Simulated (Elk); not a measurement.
# Optical response of AgBr

Wanted: where AgBr starts to absorb, how strongly, and its refractive index. The cell comes from an older database entry, whose edges can differ from later determinations, mostly by under a per cent.

Method: DFT, PBEsol, all-electron APW+lo, Dirac cores, scalar-relativistic bands, independent-particle optical response without local fields, in Elk 11.2.3 (patched build).

The database entry behind the starting cell differs from later determinations by our own check (about 0.6 % short of the room-temperature cell), so it need not match the best structure at ambient conditions.

## (1) Starting point

It takes space group Fm-3m (No. 225, cubic). Conventional cell: a = 5.740 Å, b = 5.740 Å, c = 5.740 Å, α = 90.00°, β = 90.00°, γ = 90.00°. Nearest to Ag lie 6 Br at 2.87 Å. Nearest to Br lie 6 Ag at 2.87 Å. Farther neighbours and most contacts between anions are not listed.

## (2) Ground state

First the ground state: is it a metal or has it a gap?

This step: DFT, PBEsol, all-electron APW+lo, Dirac cores, scalar-relativistic bands, ground state (Elk 11.2.3 (patched build)).

The input, elk.in:

```
tasks
  0
  120

xctype
  22

nempty
  8

lorbcnd
  .true.

rgkmax
  7.0

swidth
  0.0018375

maxscl
  100

epsengy
  1e-05

sppath
  './'

avec
  0.0000000000 5.4237974366 5.4237974366
  5.4237974366 0.0000000000 5.4237974366
  5.4237974366 5.4237974366 0.0000000000

atoms
  2
  'Ag.in'
  1
  0.0000000000 0.0000000000 0.0000000000   0.000 0.000 0.000
  'Br.in'
  1
  0.5000000000 0.5000000000 0.5000000000   0.000 0.000 0.000

ngridk
  8 8 8

vkloff
  0.0500 0.1500 0.2500
```

Launch:

```bash
OMP_NUM_THREADS=2 elk
```

Numbers of over 12 decimals in the logs are rounded to 6 here.

The log of the run:

```text
┌─────────────────────────┐
│ Elk code version 11.2.3 │
└─────────────────────────┘

All units are atomic (Hartree, Bohr, etc.)

┌─────────────────────────────────────────────────┐
│ Ground-state run starting from atomic densities │
└─────────────────────────────────────────────────┘

Lattice vectors :
   0.000000000       5.423797437       5.423797437
   5.423797437       0.000000000       5.423797437
   5.423797437       5.423797437       0.000000000

Reciprocal lattice vectors :
 -0.5792238169      0.5792238169      0.5792238169
  0.5792238169     -0.5792238169      0.5792238169
  0.5792238169      0.5792238169     -0.5792238169

Unit cell volume      :    319.1099752
Brillouin zone volume :   0.7773188955

Muffin-tin inner radius fraction :   0.1000000000E-01

Nuclei treated as point charges

Species : 1 (Ag)
 parameters loaded from : Ag.in
 name : silver
 nuclear charge    :   -47.00000000
 electronic charge :    47.00000000
 atomic mass :    196631.6998
 muffin-tin radius :    2.600000000
 number of radial points in muffin-tin :   1193
 inner part over the whole radius :   0.9869554211E-02
 number on inner part of muffin-tin    :    849
 approximate nuclear radius :   0.8648227117E-04
 number of mesh points to nuclear radius :    425
 atomic positions (lattice), magnetic fields (Cartesian) :
  1 :   0.00000000  0.00000000  0.00000000    0.00000000  0.00000000  0.00000000

Species : 2 (Br)
 parameters loaded from : Br.in
 name : bromine
 nuclear charge    :   -35.00000000
 electronic charge :    35.00000000
 atomic mass :    145656.0816
 muffin-tin radius :    2.400000000
 number of radial points in muffin-tin :    993
 inner part over the whole radius :   0.9934012010E-02
 number on inner part of muffin-tin    :    703
 approximate nuclear radius :   0.7858070945E-04
 number of mesh points to nuclear radius :    344
 atomic positions (lattice), magnetic fields (Cartesian) :
  1 :   0.50000000  0.50000000  0.50000000    0.00000000  0.00000000  0.00000000

Total number of atoms per unit cell :    2
Total muffin-tin volume :    131.5280124
 ratio of muffin-tin to unit cell volume :   0.4121714226

Spin treatment :
 spin-unpolarised

Number of Bravais lattice symmetries :   48
Number of crystal symmetries         :   48
Crystal has inversion symmetry
Real symmetric eigensolver will be used

k-point grid :      8     8     8
k-point offset :   0.5000000000E-01  0.1500000000      0.2500000000
k-point set is reduced with full crystal symmetry group
Total number of k-points :      512

Muffin-tin radius times maximum |G+k| :    7.000000000
 using average radius
Maximum |G+k| for APW functions       :    2.800000000
Maximum (1/2)|G+k|²                   :    3.920000000
Maximum |G| for potential and density :    12.00000000
Constant for pseudocharge density :    8
 order of it for each species :   15  15
 order of it for pair densities of each species (exact exchange by exxq0 0: 15) :   11   9
Radial integration step length :    1

G-vector grid sizes :     30    30    30
Number of G-vectors :     9377

Maximum angular momentum used for
 APW functions            :    8
 outer part of muffin-tin :    6
 inner part of muffin-tin :    2

Total nuclear charge    :   -82.00000000
Total core charge       :    46.00000000
Total valence charge    :    36.00000000
Total excess charge     :    0.000000000
Total electronic charge :    82.00000000

Effective Wigner radius, rₛ :   0.9757666550

Number of empty states         :     16
Total number of valence states :     35
Total number of core states    :     46

Conduction state local-orbitals added automatically
Third-order local-orbitals added for an l without core states : F
Total number of local-orbitals :    131

Exchange-correlation functional :     22     0     0
 PBEsol, Phys. Rev. Lett. 100, 136406 (2008)
 gradient requirement :    1
 generalised gradient approximation (GGA)

Smearing type :    3
 Fermi-Dirac
Smearing width :   0.1837500000E-02
Effective electronic temperature (K) :    580.2366081

Mixing type :    3
 Broyden mixing, J. Phys. A: Math. Gen. 17, L317 (1984)

Kohn-Sham potential initialised from atomic data

┌──────────────────────────────┐
│ Self-consistent loop started │
└──────────────────────────────┘

┌─────────────────┐
│ Loop number : 1 │
└─────────────────┘

Energies :
 Fermi                       :     0.19548669871087E-01
 sum of occupied eigenvalues :     -4706.4786722348
 electron kinetic            :      8228.8784976088
 core electron kinetic       :      7796.8309203407
 Coulomb                     :     -15911.607333127
 Coulomb potential           :     -12618.913584356
 nuclear-nuclear             :     -890.96420831006
 electron-nuclear            :     -17442.738277519
 Hartree                     :      2422.0951527019
 Madelung                    :     -9602.1505409493
 xc potential                :     -316.44358548773
 exchange                    :     -232.57153826646
 correlation                 :     -4.804718
 electron entropic           :    -0.12080784781576E-04
 total energy                :     -7920.1051042192

Density of states at Fermi energy :   0.7160751697
 (states/Hartree/unit cell)

Estimated indirect band gap :   0.1093355718E-01
 from k-point 257 to k-point 1
Estimated direct band gap   :   0.9314250230E-01
 at k-point 1

Charges :
 core                        :    46.00000000
 valence                     :    36.00000000
 interstitial                :    2.818130905
 muffin-tins (core leakage)
  species : 1 (Ag)
   atom 1                    :    45.68060118     ( -0.3322331636E-06)
  species : 2 (Br)
   atom 1                    :    33.50126791     (  0.2322203084E-04)
 total in muffin-tins        :    79.18186910
 total calculated charge     :    81.99984979
 total charge                :    82.00000000
 error                       :   0.1502104889E-03

┌─────────────────┐
│ Loop number : 2 │
└─────────────────┘

Energies :
 Fermi                       :     0.20370344109073E-01
 sum of occupied eigenvalues :     -4706.4347798279
 electron kinetic            :      8228.8548785668
 core electron kinetic       :      7796.7830321654
 Coulomb                     :     -15911.659464967
 Coulomb potential           :     -12618.866345809
 nuclear-nuclear             :     -890.96420831006
 electron-nuclear            :     -17442.889680579
 Hartree                     :      2422.1944239219
 Madelung                    :     -9602.2262920629
 xc potential                :     -316.42331258557
 exchange                    :     -232.57517895432
 correlation                 :     -4.804771
 electron entropic           :    -0.11471643441393E-04
 total energy                :     -7920.1845477083

Density of states at Fermi energy :   0.6741250055
 (states/Hartree/unit cell)

Estimated indirect band gap :   0.1120596245E-01
 from k-point 257 to k-point 1
Estimated direct band gap   :   0.9333815188E-01
 at k-point 1

Charges :
 core                        :    46.00000000
 valence                     :    36.00000000
 interstitial                :    2.816908952
 muffin-tins (core leakage)
  species : 1 (Ag)
   atom 1                    :    45.68329715     ( -0.3322344071E-06)
  species : 2 (Br)
   atom 1                    :    33.49979390     (  0.2322238960E-04)
 total in muffin-tins        :    79.18309105
 total calculated charge     :    81.99984983
 total charge                :    82.00000000
 error                       :   0.1501693085E-03

RMS change in Kohn-Sham potential (target) :   0.1187175042     (  0.1000000000E-05)
Absolute change in total energy (target)   :   0.7944348910E-01 (  0.1000000000E-04)

[... 12 loops left out ...]

┌──────────────────┐
│ Loop number : 15 │
└──────────────────┘

Energies :
 Fermi                       :     0.129082
 sum of occupied eigenvalues :     -4698.2659172397
 electron kinetic            :      8230.8167964706
 core electron kinetic       :      7796.8868924317
 Coulomb                     :     -15913.055523822
 Coulomb potential           :     -12617.091380636
 nuclear-nuclear             :     -890.96420831006
 electron-nuclear            :     -17447.448778156
 Hartree                     :      2425.3574626447
 Madelung                    :     -9604.5098335038
 xc potential                :     -311.99133307478
 exchange                    :     -232.69047894989
 correlation                 :     -4.806405
 electron entropic           :    -0.17999285828060E-05
 total energy                :     -7919.7356128205

Density of states at Fermi energy :   0.7656131964E-01
 (states/Hartree/unit cell)

Estimated indirect band gap :   0.1978163672E-01
 from k-point 257 to k-point 1
Estimated direct band gap   :   0.9017653440E-01
 at k-point 1

Charges :
 core                        :    46.00000000
 valence                     :    36.00000000
 interstitial                :    2.763866033
 muffin-tins (core leakage)
  species : 1 (Ag)
   atom 1                    :    45.78653111     ( -0.3322570379E-06)
  species : 2 (Br)
   atom 1                    :    33.44960285     (  0.2301292703E-04)
 total in muffin-tins        :    79.23613397
 total calculated charge     :    81.99984998
 total charge                :    82.00000000
 error                       :   0.1500249576E-03

RMS change in Kohn-Sham potential (target) :   0.2101937476E-07 (  0.1000000000E-05)
Absolute change in total energy (target)   :   0.6943204426E-05 (  0.1000000000E-04)

Convergence targets achieved

┌──────────────────┐
│ Loop number : 16 │
└──────────────────┘

Energies :
 Fermi                       :     0.129082
 sum of occupied eigenvalues :     -4698.2659180301
 electron kinetic            :      8230.8167954988
 core electron kinetic       :      7796.8868924980
 Coulomb                     :     -15913.055523780
 Coulomb potential           :     -12617.091380659
 nuclear-nuclear             :     -890.96420831006
 electron-nuclear            :     -17447.448778144
 Hartree                     :      2425.3574626743
 Madelung                    :     -9604.5098334500
 xc potential                :     -311.99133286988
 exchange                    :     -232.69047895397
 correlation                 :     -4.806405
 electron entropic           :    -0.17999303550330E-05
 total energy                :     -7919.7356137549

Density of states at Fermi energy :   0.7656140688E-01
 (states/Hartree/unit cell)

Estimated indirect band gap :   0.1978163246E-01
 from k-point 257 to k-point 1
Estimated direct band gap   :   0.9017652332E-01
 at k-point 1

Charges :
 core                        :    46.00000000
 valence                     :    36.00000000
 interstitial                :    2.763866008
 muffin-tins (core leakage)
  species : 1 (Ag)
   atom 1                    :    45.78653114     ( -0.3322562101E-06)
  species : 2 (Br)
   atom 1                    :    33.44960285     (  0.2301292750E-04)
 total in muffin-tins        :    79.23613399
 total calculated charge     :    81.99984998
 total charge                :    82.00000000
 error                       :   0.1500249581E-03

┌──────────────────────────────┐
│ Self-consistent loop stopped │
└──────────────────────────────┘

Wrote STATE.OUT
```

Run time: 1.9 min. Hardware: 2 threads of Arm Neoverse V2, shared host; peak memory 0.18 GiB.

Read-outs, printed or worked out from the files:

| Quantity | Value |
| --- | --- |
| total energy | -7920 Ha |
| Fermi energy | 3.512 eV |
| DOS at the Fermi level | 0.002814 states/eV/cell |
| gap on the k-mesh | 0.5383 eV |
| direct gap on the mesh | 2.454 eV |

There is a gap, 0.54 eV on this mesh (points off the mesh can give less), so no carriers' term is needed.

## (3) Independent particles

With the density converged, the vertical transitions are summed over the zone.

This step: DFT, PBEsol, all-electron APW+lo, Dirac cores, scalar-relativistic bands, independent-particle optical response without local fields (Elk 11.2.3 (patched build)).

Changes to elk.in since step 2:

```diff
@@ -1,4 +1,6 @@
 tasks
-  0
-  120
+  121
+
+optcomp
+  1 1
 
@@ -17,9 +19,7 @@
 swidth
-  0.0018375
+  0.0110248
 
-maxscl
-  100
-
-epsengy
-  1e-05
+wplot
+  400 100 0
+  0.0 0.55124
```

Launch:

```bash
OMP_NUM_THREADS=2 elk
```

The log of the run:

```text
┌─────────────────────────────────┐
│ Elk code version 11.2.3 started │
└─────────────────────────────────┘

Info(readinput): the functional depends on the density's gradient
 muffin-tin radial points multiplied by    2.00000
 (not where nrmtscf is given)

┌────────────────────┐
│ Current task : 121 │
└────────────────────┘

Info(dielectric):
 dielectric tensor written to EPSILON_ij.OUT
 optical conductivity written to SIGMA_ij.OUT
 for components
  i = 1, j = 1

┌──────────────────┐
│ Elk code stopped │
└──────────────────┘
```

Run time: 1.4 s. Hardware: 2 threads; peak memory 0.04 GiB.

Read-outs, printed or worked out from the files:

| Quantity | Value |
| --- | --- |
| electronic dielectric constant ε∞, mean over x, y and z (by symmetry where fewer were run) | 6.536 |

Sum at mesh points, not converged in k; values under the direct gap are tails of Lorentzian lines. The Im ε, E ∥ x by photon energy; read off at these points:

```
photon energy (eV)  Im ε, E ∥ x
              0.00            0
              0.50       0.0741
              1.00        0.165
              1.50        0.305
              2.00        0.608
              2.50         1.54
              3.00         3.10
              3.50         4.95
              4.00         8.09
              4.39         9.66
              4.50         9.50
              5.00         6.21
              5.50         5.17
              6.00         4.55
              6.50         4.15
              7.00         3.96
              7.50         4.46
              7.91         4.73
              8.00         4.72
              8.50         3.96
              9.00         3.84
              9.50         3.65
             10.00         3.59
             10.50         3.27
             11.00         2.83
             11.50         2.29
             12.00         2.10
             12.50         1.52
             13.00         1.21
             13.50         1.08
             14.00         1.09
             14.50         1.05
```

Sum at mesh points, not converged in k. The reflectivity at normal incidence, E ∥ x by photon energy; read off at these points:

```
photon energy (eV)  reflectivity at normal incidence, E ∥ x (%)
              0.00                                         19.2
              0.50                                         19.3
              1.00                                         19.8
              1.50                                         20.8
              2.00                                         22.4
              2.50                                         24.8
              3.00                                         26.5
              3.50                                         29.6
              4.00                                         33.1
              4.50                                         36.1
              5.00                                         30.9
              5.50                                         25.8
              6.00                                         24.0
              6.50                                         22.4
              7.00                                         20.7
              7.50                                         22.9
              8.00                                         26.2
              8.18                                         26.8
              8.50                                         25.2
              9.00                                         24.6
              9.50                                         25.3
             10.00                                         26.4
             10.50                                         29.1
             11.00                                         30.3
             11.50                                         30.8
             12.00                                         31.0
             12.38                                         33.7
             12.50                                         33.4
             13.00                                         28.2
             13.50                                         21.7
             14.00                                         18.5
             14.50                                         15.6
```

Sum at mesh points, not converged in k; values under the direct gap are tails of Lorentzian lines. The loss function −Im 1/ε at q → 0, E ∥ x by energy loss; read off at these points:

energy loss (eV), loss function −Im 1/ε at q → 0, E ∥ x and a bar:
```
      0.0      0.000 
      0.5      0.002 
      1.0      0.004 
      1.5      0.006 
      2.0      0.010 
      2.5      0.020 #
      3.0      0.035 #
      3.5      0.044 #
      4.0      0.062 ##
      4.5      0.093 ###
      5.0      0.156 #####
      5.5      0.172 #####
      6.0      0.198 ######
      6.5      0.215 #######
      7.0      0.208 #######
      7.5      0.190 ######
      8.0      0.203 ######
      8.5      0.249 ########
      9.0      0.257 ########
      9.5      0.273 #########
     10.0      0.278 #########
     10.5      0.299 #########
     11.0      0.332 ##########
     11.5      0.391 ############
     12.0      0.418 #############
     12.5      0.516 ################
     13.0      0.718 #######################
     13.5      0.900 ############################
     14.0      0.915 #############################
     14.5      0.949 ##############################
```

Optical constants at common wavelengths, from n + ik = √ε:

```
wavelength (nm)     n      k  R (%)     1/α
           1064  2.62  0.039   20.1  2.2 µm
            800  2.68  0.061   20.9  1.1 µm
            532  2.91  0.194   24.0  218 nm
            450  3.02  0.391   26.0   91 nm
            405  3.03  0.530   26.6   61 nm
            248  1.93  1.611   31.0   12 nm
            193  1.72  1.235   22.9   12 nm
```

Below the direct gap, k and the depth come from the tails of the Lorentzian lines, not from transitions.

Rows near the edge hang on the gap, which this functional as a rule makes too small, and phonon-assisted absorption is left out.

## (4) Outcome

```json
{
  "electronic dielectric constant ε∞, mean over x, y and z (by symmetry where fewer were run) (independent particles)": "6.54"
}
```

What this shows: At this level (PBEsol, independent particles) AgBr has ε∞ = 6.54 and n = 2.59 at 1550 nm. On the mesh the gap is 0.54 eV and the least direct gap 2.45 eV, so on this mesh the band edges lie at different points. Excitons and phonon-assisted transitions are missing, and so are local fields; PBEsol gaps are as a rule too small, which pulls the onset down and ε∞ up. The sum runs over mesh points 0.24 Å⁻¹ apart with no interpolation, so peaks are partly noise of the mesh and static values carry its error. The mesh is shifted off Γ, so gaps read from it can miss the band edges. Besides steps told in other documents, this task had 1 step that the program refused or didn't finish; those not told in a step above aren't shown.

[Machine, clock and banner lines and Python warnings are left out of the logs.]

[Logs are printed without paths, hosts, clocks, repeated set-up lines and the standing remarks that a program may print on its own settings, such as how far it seeks lower states.]

[Hosts, paths, dates, database ids (printed as entryN), source tags and the programs' standing remarks are cut or masked in the printed files.]
